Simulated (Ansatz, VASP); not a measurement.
NaH in VASP and in Ansatz

Contents of INCAR:

```
  PREC = Accurate
  ENCUT = 520
  EDIFF = 1E-6
  ISMEAR = -1
  SIGMA = 0.05
  LREAL = F
  LASPH = T
  NELM = 100
  ALGO = Normal
  ISIF = 2
  LWAVE = F
  LCHARG = F
  GGA = PE
  NBANDS = 11
```

The input KPOINTS:

```
Automatic mesh
0
Gamma
  9 9 9
```

File POSCAR:

```
NaH
1.0
    0.0000000000      2.4721089453      2.4721089453
    2.4721089453      0.0000000000      2.4721089453
    2.4721089453      2.4721089453      0.0000000000
Na H
1 1
Direct
    0.0000000000      0.0000000000      0.0000000000
    0.5000000000      0.5000000000      0.5000000000
```

input.yaml

```yaml
crystal:
  lattice:
    - [0.0, 2.4721089453, 2.4721089453]
    - [2.4721089453, 0.0, 2.4721089453]
    - [2.4721089453, 2.4721089453, 0.0]
  atoms:
    - { symbol: Na, position: [0.0, 0.0, 0.0] }
    - { symbol: H, position: [0.5, 0.5, 0.5] }
kpoints:
  mp_grid: { grid: [9, 9, 9] }
scf:
  occupations: { method: fermi_dirac, width: 0.05 }
hamiltonian:
  xc: pbe
  pseudopotentials: { kind: all_electron, lapw: { basis_error: 0.0005 } }
output:
  forces: true
  stress: true
  eigenvalues: true
```

Change from the starting cell: volume scaled by 1.04.

Alike in both runs: task single point; functional PBE; k mesh 9 × 9 × 9; occupations fermi-dirac, width 0.05 eV; no spin polarisation.

|  | VASP | Ansatz |
| --- | --- | --- |
| version | VASP 6.6.1 | Ansatz 0.2.0 |
| potentials or method | VASP PAW PBE potentials, release 64 (Na_pv, H) | all-electron LAPW, scalar-relativistic |
| plane-wave cutoff (eV) | 520 | see its input |

```tsv
	VASP	Ansatz	Ansatz less VASP
gap on the k mesh at the Fermi level (eV)	3.94	3.94	+0.002
least direct gap on the mesh (eV)	4.61	4.61	+0.003
pressure (GPa)	-1.4	-1.4	+0.06
```

Ansatz ran all-electron here, so the differences hold the error of VASP's frozen core and of both bases.

Caveats: an odd mesh through Γ misses points on the zone boundary, where band edges often lie.
